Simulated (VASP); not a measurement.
Cu3Au, 4 atoms in the cell. Symmetry: Pm-3m, No. 221, cubic system. Conventional cell: a = 3.740 Å, b = 3.740 Å, c = 3.740 Å, α = 90.00°, β = 90.00°, γ = 90.00°. Cu (site symmetry 4/mmm) is surrounded by 8 Cu at 2.64 Å and 4 Au at 2.64 Å. Around Au (site symmetry m-3m) lie 12 Cu at 2.64 Å. 

* Program: VASP 6.6.1
* Task: single point
* Functional: PBE
* Potentials or basis: VASP PAW PBE potentials, release 64 (Cu, Au)
* Cutoff: 520 eV
* k mesh: 10 × 10 × 10
* Occupations: fermi-dirac, width 0.08 eV
* Spin: no spin polarisation
* Dipole correction: no
* Further INCAR settings: ALGO = Normal; EDIFF = 1e-07; NBANDS = 30

Potentials or basis: VASP PAW PBE potentials, release 64 (Cu, Au).

Launch:

```console
$ cat potpaw_PBE.64/Cu/POTCAR potpaw_PBE.64/Au/POTCAR > POTCAR
$ mpirun -np 1 vasp_std > vasp.out
```

Hardware: 1 thread of AMD EPYC 9R14 (Zen 4), with other jobs on the host.

How long does it take, and how much memory?

Wall time 49 s on 1 thread of AMD EPYC 9R14 (Zen 4), on a shared host, peak memory 0.18 GiB. Counts: scf iterations 15, k points 56.
